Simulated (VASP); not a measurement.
# Ir (Fm-3m) in VASP: notebook

The runs below take Ir through relaxation of cell and atoms, single point, with PBEsol, RPBE.

All numbers are computed with VASP 6.6.1; they aren't measurements. Logs are shortened: lines on timing, memory, paths and dates and some standing lists are left out, and cuts for length are marked.

## 1. Starting point

It takes space group Fm-3m (No. 225, cubic). The conventional cell has a = 3.854 Å, b = 3.854 Å, c = 3.854 Å, α = 90.00°, β = 90.00°, γ = 90.00°. Around Ir (site symmetry m-3m) lie 12 Ir at 2.73 Å.

## 2. Relaxation of cell and atoms, PBEsol

INCAR

```
SYSTEM = Ir
PREC = Accurate ; ENCUT = 600
EDIFF = 1E-7 ; ISMEAR = 0
SIGMA = 0.1 ; LREAL = .FALSE.
LASPH = .TRUE. ; NELM = 80
ALGO = Normal ; ISIF = 3
LWAVE = .FALSE. ; LCHARG = .FALSE.
GGA = PS ; IBRION = 2
NSW = 90 ; EDIFFG = -0.005
```

KPOINTS

```
Automatic mesh
0
G
  6 6 6
  0 0 0
```

POSCAR

```
Ir
1.0
    0.0000000000      1.9269646700      1.9269646700
    1.9269646700      0.0000000000      1.9269646700
    1.9269646700      1.9269646700      0.0000000000
Ir
1
Direct
    0.0000000000      0.0000000000      0.0000000000
```

Potentials or basis: VASP PAW PBE potentials, release 64 (Ir).

Run with:

```sh
> cat potpaw_PBE.64/Ir/POTCAR > POTCAR
> mpirun -np 1 vasp_std > vasp.out
```

OUTCAR:

```text
SYSTEM = Ir
   PREC = Accurate
   ENCUT = 600
   EDIFF = 1E-7
   ISMEAR = 0
   LREAL = .FALSE.
   LASPH = .TRUE.
   NELM = 80
   ISIF = 3
   GGA = PS
   IBRION = 2
   NSW = 90
   EDIFFG = -0.005

 ion  position               nearest neighbor table
   1  0.000  0.000  0.000-

  LATTYP: Found a face centered cubic cell.
 ALAT       =     3.8539293400

  Lattice vectors:

 A1 = (   0.0000000000,   1.9269646700,   1.9269646700)
 A2 = (   1.9269646700,   0.0000000000,   1.9269646700)
 A3 = (   1.9269646700,   1.9269646700,   0.0000000000)

Analysis of symmetry for initial positions (statically):
=====================================================================
 Subroutine PRICEL returns:
 Original cell was already a primitive cell.

 Routine SETGRP: Setting up the symmetry group for a
 face centered cubic supercell.

 Subroutine GETGRP returns: Found 48 space group operations
 (whereof 48 operations were pure point group operations)
 out of a pool of 48 trial point group operations.

The static configuration has the point symmetry O_h .

Analysis of symmetry for dynamics (positions and initial velocities):
=====================================================================
 Subroutine PRICEL returns:
 Original cell was already a primitive cell.

 Routine SETGRP: Setting up the symmetry group for a
 face centered cubic supercell.

 Subroutine GETGRP returns: Found 48 space group operations
 (whereof 48 operations were pure point group operations)
 out of a pool of 48 trial point group operations.

The dynamic configuration has the point symmetry O_h .

 Subroutine INISYM returns: Found 48 space group operations
 (whereof 48 operations are pure point group operations),
 and found     1 'primitive' translations

----------------------------------------------------------------------------------------

                                     Primitive cell

  volume of cell :      14.3104

  direct lattice vectors                    reciprocal lattice vectors
     0.000000000  1.926964670  1.926964670    -0.259475437  0.259475437  0.259475437
     1.926964670  0.000000000  1.926964670     0.259475437 -0.259475437  0.259475437
     1.926964670  1.926964670  0.000000000     0.259475437  0.259475437 -0.259475437

  length of vectors
     2.725139571  2.725139571  2.725139571     0.449424640  0.449424640  0.449424640

  position of ions in fractional coordinates (direct lattice)
     0.000000000  0.000000000  0.000000000

  ion indices of the primitive-cell ions
   primitive index   ion index
                 1           1

----------------------------------------------------------------------------------------

 KPOINTS: Automatic mesh

Automatic generation of k-mesh.
 Grid dimensions read from file:
 generate k-points for:    6    6    6

 Generating k-lattice:

  Cartesian coordinates                     Fractional coordinates (reciprocal lattice)
    -0.043245906  0.043245906  0.043245906     0.166666667  0.000000000  0.000000000
     0.043245906 -0.043245906  0.043245906     0.000000000  0.166666667  0.000000000
     0.043245906  0.043245906 -0.043245906     0.000000000  0.000000000  0.166666667

  Length of vectors
     0.074904107  0.074904107  0.074904107

  Shift w.r.t. Gamma in fractional coordinates (k-lattice)
     0.000000000  0.000000000  0.000000000

 Subroutine IBZKPT returns following result:
 ===========================================

 Found     16 irreducible k-points:

 Following reciprocal coordinates:
            Coordinates               Weight
  0.000000  0.000000  0.000000      1.000000
  0.166667  0.000000  0.000000      8.000000
  0.333333  0.000000  0.000000      8.000000
  0.500000  0.000000  0.000000      4.000000
  0.166667  0.166667  0.000000      6.000000
  0.333333  0.166667  0.000000     24.000000
[... 8 lines left out ...]
 -0.333333  0.333333  0.166667     24.000000
 -0.333333  0.500000  0.166667     12.000000
   k-points           NKPTS =     16   k-points in BZ     NKDIM =     16   number of bands    NBANDS=      8
   number of dos      NEDOS =    301   number of ions     NIONS =      1
   total plane-waves  NPLWV =  13824
   dimension x,y,z NGX =    24 NGY =   24 NGZ =   24
   dimension x,y,z NGXF=    48 NGYF=   48 NGZF=   48
   ions per type =               1
   NGX,Y,Z   is equivalent  to a cutoff of  14.64, 14.64, 14.64 a.u.
   NGXF,Y,Z  is equivalent  to a cutoff of  29.28, 29.28, 29.28 a.u.
 SYSTEM =  Ir
   PREC   = accura    normal or accurate (medium, high low for compatibility)
   ISTART =      0    job   : 0-new  1-cont  2-samecut
   ICHARG =      2    charge: 1-file 2-atom 10-const
   ISPIN  =      1    spin polarized calculation?
   LNONCOLLINEAR =      F non collinear calculations
   LSORBIT =      F    spin-orbit coupling
   LASPH  =      T    aspherical Exc in radial PAW
   ENCUT  =  600.0 eV  44.10 Ry    6.64 a.u.   5.44  5.44  5.44*2*pi/ulx,y,z
   NELM   =     80;   NELMIN=  2; NELMDL= -5     # of ELM steps
   EDIFF  = 0.1E-06   stopping-criterion for ELM
   LREAL  =      F    real-space projection
   EDIFFG = -.5E-02   stopping-criterion for IOM
   NSW    =     90    number of steps for IOM
   IBRION =      2    ionic relax: 0-MD 1-quasi-New 2-CG
   NFREE  =      1    steps in history (QN), initial steepest desc. (CG)
   ISIF   =      3    stress and relaxation
   ISYM   =      2    0-nonsym 1-usesym 2-fastsym
   POTIM  = 0.5000    time-step for ionic-motion
   TEBEG  =    0.0;   TEEND  =   0.0 temperature during run
   PSTRESS=    0.0 pullay stress
   NELECT =       9.0000    total number of electrons
   NUPDOWN=      -1.0000    fix difference up-down
   EMIN   =  10.00;   EMAX   =-10.00  energy-range for DOS
   EFERMI =   0.00;   METHOD = LEGACY
   ISMEAR =     0;   SIGMA  =   0.10  broadening in eV -4-tet -1-fermi 0-gaus
   EFERMI_NEDOS =   21; number of points for ismear=-14 and -15
   IALGO  =     38    algorithm
   IMIX   =      4    mixing-type and parameters
     AMIX     =   0.40;   BMIX     =  1.00
     AMIX_MAG =   1.60;   BMIX_MAG =  1.00
  volume/ion in A,a.u.               =      14.31        96.57
  Fermi-wavevector in a.u.,A,eV,Ry     =   1.402615  2.650559 26.767147  1.967330
  Thomas-Fermi vector in A             =   2.525359
   LORBIT       =      0    0 simple, 1 ext, 2 COOP (PROOUT), +10 PAW based schemes
   GGA     = PS    functional components
   LHFCALC =     F    Hartree Fock is set to
   AEXX    =    0.0000 exact exchange contribution
   IVDW    =     0    specifies the selected vdW correction
   LEPSILON=     F    determine dielectric tensor
   LRPA    =     F    only Hartree local field effects (RPA)
 conjugate gradient relaxation of ions
 non-spin polarized calculation
 Gauss-broadening in eV      SIGMA  =   0.10
  energy-cutoff  :      600.00
  volume of cell :       14.31
 maximum number of plane-waves:       531
 NGX is ok and might be reduce to    24
   NGX = 11   NGY = 11   NGZ = 11

--------------------------------------- Ionic step        1  -------------------------------------------

 number of electron       9.0000000 magnetization

 Free energy of the ion-electron system (eV)
  ---------------------------------------------------
  ext. energy  EPLUGINS =         0.00000000
  ---------------------------------------------------
  free energy    TOTEN  =        -9.75701544 eV

  energy without entropy =       -9.75012756  energy(sigma->0) =       -9.75357150

------------------------ aborting loop because EDIFF is reached ----------------------------------------

  FORCE on cell =-STRESS in cart. coord.  units (eV):
  Direction    XX          YY          ZZ          XY          YZ          ZX
  --------------------------------------------------------------------------------------
  -------------------------------------------------------------------------------------
  Total       -0.4583807     -0.4583807     -0.4583807      0.0000000     -0.0000000      0.0000000
  in kB      -51.3198799    -51.3198799    -51.3198799      0.0000000     -0.0000000      0.0000000
  external PRESSURE =     -51.3198799 kB  Pullay stress =       0.0000000 kB

 VOLUME and BASIS-vectors are now :
 -----------------------------------------------------------------------------
  energy-cutoff  :      600.00
  volume of cell :       14.31
      direct lattice vectors                 reciprocal lattice vectors
     0.000000000  1.926964670  1.926964670    -0.259475437  0.259475437  0.259475437
     1.926964670  0.000000000  1.926964670     0.259475437 -0.259475437  0.259475437
     1.926964670  1.926964670  0.000000000     0.259475437  0.259475437 -0.259475437

 POSITION                                       TOTAL-FORCE (eV/Angst)
 -----------------------------------------------------------------------------------
      0.00000      0.00000      0.00000         0.000000      0.000000      0.000000
 -----------------------------------------------------------------------------------
    total drift:                               -0.000000      0.000000     -0.000000

  FREE ENERGIE OF THE ION-ELECTRON SYSTEM (eV)
  ---------------------------------------------------
  free  energy   TOTEN  =        -9.7570154400 eV

  energy  without entropy=       -9.7501275648  energy(sigma->0) =       -9.75357150

--------------------------------------- Ionic step        2  -------------------------------------------

 number of electron       9.0000000 magnetization

 E-fermi :  10.7451     XC(G=0): -14.4346

 val. band max:       10.6672651390   @ k =   0.5000   0.3333   0.1667
 cond. band min:      10.9807388748   @ k =   0.3333   0.0000   0.0000
 fundamental gap:      0.3134737358
 Fermi energy:        10.7450824951

 k-point     1 :       0.0000    0.0000    0.0000
  band No.  band energies     occupation
      1      -0.5602      2.00000
      2       6.9816      2.00000
      3       6.9816      2.00000
      4       6.9816      2.00000
      5       9.9311      2.00000
      6       9.9311      2.00000
      7      25.4490      0.00000
      8      31.3455      0.00000

 k-point     2 :       0.1667    0.0000    0.0000
  band No.  band energies     occupation
      1       0.6522      2.00000
      2       6.4580      2.00000
      3       7.4086      2.00000
      4       7.4086      2.00000
      5       9.7485      2.00000
      6       9.7485      2.00000
      7      27.1352      0.00000
      8      27.8091      0.00000
[... 209 lines left out ...]
 POSITION                                       TOTAL-FORCE (eV/Angst)
 -----------------------------------------------------------------------------------
      0.00000      0.00000      0.00000        -0.000000      0.000000     -0.000000
 -----------------------------------------------------------------------------------
    total drift:                               -0.000000      0.000000      0.000000

  FREE ENERGIE OF THE ION-ELECTRON SYSTEM (eV)
  ---------------------------------------------------
  free  energy   TOTEN  =        -9.7601755429 eV

  energy  without entropy=       -9.7533324551  energy(sigma->0) =       -9.75675400

--------------------------------------- Ionic step        4  -------------------------------------------

 number of electron       9.0000000 magnetization

 Free energy of the ion-electron system (eV)
  ---------------------------------------------------
  ext. energy  EPLUGINS =         0.00000000
  ---------------------------------------------------
  free energy    TOTEN  =        -9.76017729 eV

  energy without entropy =       -9.75333504  energy(sigma->0) =       -9.75675616

 E-fermi :   9.8314     XC(G=0): -14.1192

 val. band max:        9.7525312352   @ k =   0.5000   0.3333   0.1667
 cond. band min:      10.0374125974   @ k =   0.3333   0.0000   0.0000
 fundamental gap:      0.2848813622
 Fermi energy:         9.8314284887

 k-point     1 :       0.0000    0.0000    0.0000
  band No.  band energies     occupation
      1      -0.9282      2.00000
      2       6.3552      2.00000
      3       6.3552      2.00000
      4       6.3552      2.00000
      5       9.0642      2.00000
      6       9.0642      2.00000
      7      24.6124      0.00000
      8      30.1829      0.00000

 k-point     2 :       0.1667    0.0000    0.0000
  band No.  band energies     occupation
      1       0.2225      2.00000
      2       5.8732      2.00000
      3       6.7512      2.00000
      4       6.7512      2.00000
      5       8.9056      2.00000
      6       8.9056      2.00000
      7      26.1843      0.00000
      8      26.6162      0.00000
[... 174 lines left out ...]
 POSITION                                       TOTAL-FORCE (eV/Angst)
 -----------------------------------------------------------------------------------
      1.91823     -0.00000      1.91823         0.000000     -0.000000      0.000000
 -----------------------------------------------------------------------------------
    total drift:                                0.000000      0.000000      0.000000

  FREE ENERGIE OF THE ION-ELECTRON SYSTEM (eV)
  ---------------------------------------------------
  free  energy   TOTEN  =        -9.7601772870 eV

  energy  without entropy=       -9.7533350354  energy(sigma->0) =       -9.75675616

 reached required accuracy - stopping structural energy minimisation
```

Run time: 6.6 s. Hardware: 1 thread of Intel Xeon 6975P-C (Granite Rapids), shared host; peak memory 0.15 GiB.

What came out:

- Free energy: -9.7602 eV
- Relaxed volume: 14.12 Å³/atom
- Relaxed cell: a = 2.713 Å, b = 2.713 Å, c = 2.713 Å, α = 60.00°, β = 60.00°, γ = 60.00°
- Space group after relaxing (to 0.05 Å): Fm-3m (No. 225)
- Energy gained by relaxing: 3.2 meV/atom
- Ionic steps: 4
- Pressure after relaxing: 0.0 GPa
- Band gap on the k mesh: none (metal or under the smearing width)

The path:
| step | energy change (eV) | largest force (eV/Å) | pressure (GPa) | volume (Å³) |
| --- | --- | --- | --- | --- |
| 1 | 0.0000 | 0.0000 | -5.13 | 14.31 |
| 2 | 0.0484 | 0.0000 | 23.79 | 13.38 |
| 3 | -0.0032 | 0.0000 | -0.11 | 14.12 |
| 4 | -0.0032 | 0.0000 | -0.01 | 14.12 |

Final structure:
```cif
data_structure
_symmetry_space_group_name_H-M 'P 1'
_symmetry_Int_Tables_number 1
_cell_length_a 2.7128
_cell_length_b 2.7128
_cell_length_c 2.7128
_cell_angle_alpha 60.000
_cell_angle_beta 60.000
_cell_angle_gamma 60.000
_cell_volume 14.12
loop_
_atom_site_label
_atom_site_type_symbol
_atom_site_fract_x
_atom_site_fract_y
_atom_site_fract_z
_atom_site_occupancy
Ir1 Ir 0.00000 0.00000 0.00000 1
```

Caveat: the k mesh is coarse (spacing up to 0.47 Å⁻¹), so the values aren't converged; the PAW data sets were made with another functional, which shifts forces and pressure a little. Spin-orbit coupling is left out, which matters for the levels of Ir.

## 3. Single point, PBEsol

INCAR

```
SYSTEM = Ir
PREC = Accurate
ENCUT = 520
EDIFF = 1E-6
ISMEAR = 0
SIGMA = 0.1
LREAL = .False.
LASPH = .True.
NELM = 80
ALGO = Normal
ISIF = 2
LWAVE = .False.
LCHARG = .False.
GGA = PS
NBANDS = 10
```

KPOINTS

```
regular mesh
0
Gamma
  18 18 18
  0 0 0
```

POSCAR is that of step 2.

Potentials or basis: VASP PAW PBE potentials, release 64 (Ir).

Run with:

```sh
> cat potpaw_PBE.64/Ir/POTCAR > POTCAR
> mpirun -np 1 vasp_std > vasp.out
```

It took 9.4 s on 1 thread of Intel Xeon 6975P-C (Granite Rapids), shared host; peak memory 0.15 GiB.

It converged, with:

| Property | Result |
| --- | --- |
| Free energy | -9.8192 eV |
| Pressure | -6.0 GPa |
| Band gap on the k mesh | none (metal or under the smearing width) |

Levels at points of the mesh, in eV from the Fermi level:
```
           k point  band 2  band 3  band 4  band 5  band 6  band 7
(0.00, 0.00, 0.00)   -3.87   -3.87   -3.87   -1.20   -1.20   14.31
(0.50, 0.00, 0.00)   -3.96   -3.96   -0.82    0.85    0.85    7.07
(0.50, 0.50, 0.00)   -7.28    0.83    1.41    1.41    1.61   10.27
```

Caveat: the PAW data sets were made with another functional, which shifts forces and pressure a little. Spin-orbit coupling is left out, which matters for the levels of Ir.

## 4. Relaxation of cell and atoms, PBEsol

INCAR

```
SYSTEM = Ir
PREC = Accurate ; ENCUT = 580
EDIFF = 1E-7 ; ISMEAR = 0
SIGMA = 0.1 ; LREAL = .FALSE.
LASPH = .TRUE. ; NELM = 80
ALGO = Normal ; ISIF = 3
LWAVE = .FALSE. ; LCHARG = .FALSE.
GGA = PS ; IBRION = 2
NSW = 90 ; EDIFFG = -0.005
```

KPOINTS

```
Automatic mesh
0
G
  18 18 18
  0 0 0
```

POSCAR is that of step 3.

Run with:

```sh
> cat potpaw_PBE.64/Ir/POTCAR > POTCAR
> mpirun -np 1 vasp_std > vasp.out
```

Run time: 25 s. Hardware: 1 thread of Intel Xeon 6975P-C (Granite Rapids), shared host; peak memory 0.17 GiB.

The run converged. Its results:

| Quantity | Value |
| --- | --- |
| Free energy | -9.8234 eV |
| Relaxed volume | 14.09 Å³/atom |
| Relaxed cell | a = 2.711 Å, b = 2.711 Å, c = 2.711 Å, α = 60.00°, β = 60.00°, γ = 60.00° |
| Space group after relaxing (to 0.05 Å) | Fm-3m (No. 225) |
| Energy gained by relaxing | 4.2 meV/atom |
| Ionic steps | 4 |
| Pressure after relaxing | 0.0 GPa |
| Band gap on the k mesh | none (metal or under the smearing width) |

Step by step:
```
step  energy change (eV)  largest force (eV/Å)  pressure (GPa)  volume (Å³)
   1              0.0000                0.0000           -5.89        14.31
   2              0.0646                0.0000           27.95        13.25
   3             -0.0042                0.0000           -0.16        14.09
   4             -0.0042                0.0000           -0.01        14.09
```

Final structure:
```
Ir
1.0
     0.00000    1.91690    1.91690
     1.91690    0.00000    1.91690
     1.91690    1.91690    0.00000
Ir
1
Direct
  0.00000 0.00000 0.00000
```

Levels at points of the mesh, in eV from the Fermi level:
```tsv
k point	band 2	band 3	band 4	band 5	band 6	band 7
(0.00, 0.00, 0.00)	-3.97	-3.97	-3.97	-1.23	-1.23	14.27
(0.50, 0.00, 0.00)	-4.06	-4.06	-0.87	0.87	0.87	7.23
(0.50, 0.50, 0.00)	-7.45	0.85	1.45	1.45	1.61	10.48
```

Caveat: the PAW data sets were made with another functional, which shifts forces and pressure a little.

[end of part 1 of 2]
